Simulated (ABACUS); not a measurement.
**C under changes of volume**

One of the cells (9.153 Å³/atom); the others are scaled copies at fixed shape and fractional positions:

```
CELL_PARAMETERS angstrom
2.12732 -1.22828 0.00000
2.12732 1.22828 0.00000
-1.37907 0.00000 3.50283
ATOMIC_POSITIONS crystal
C 0.16664 0.16664 0.99991
C 0.83336 0.83336 0.00009
```

This is a stacking variant of graphite.

| Quantity | Value |
| --- | --- |
| Program | ABACUS 3.10.1 |
| Functional | PBE |
| Potentials or basis | PseudoDojo NC SR 0.4.1 PBE standard |
| Cutoff | 1116 eV |
| Density cutoff | 4463 eV |
| Basis | plane waves |
| k mesh | 13 × 13 × 8 |
| Occupations | fermi-dirac, width 0.05 eV |
| Spin | no spin polarisation |

```tsv
volume (Å³/atom)	energy over the lowest point (meV/atom)	pressure (GPa)	gap on the mesh (eV)
8.604	45.17	22.6	0.95
8.787	?	?	?
8.970	8.77	9.4	0.94
9.153	1.24	3.6	0.93
9.336	0.00	-1.7	0.93
9.519	4.52	-6.5	0.92
9.702	14.29	-10.9	0.91
```

Q: What does the run at 8.787 Å³/atom give?

A: Energy over the lowest point 23.20 meV/atom; pressure 15.7 GPa; gap on the mesh 0.95 eV.

Worked out: A Birch-Murnaghan fit of order 3 (a polynomial in V^(-2/3)) to the other rows has its minimum at 9.28 Å³/atom with B0 = V·E''(V) = 262 GPa and B' = 3.6 at fixed shape and positions, which overstates the stiffness. It gives 23.19 meV/atom at 8.787 Å³/atom, against the run's 23.20, and -dE/dV = 15.8 GPa, against 15.7. A straight line through the other rows of the gap, of slope -0.32 eV per unit of ln V, gives 0.94 eV, against the run's 0.95.

Energies are extrapolated to zero smearing.

Caveats: an odd mesh through Γ misses points on the zone boundary, where band edges often lie; this functional lacks dispersion, which binds the layers, so the pressure and a relaxed spacing across them are unreliable.
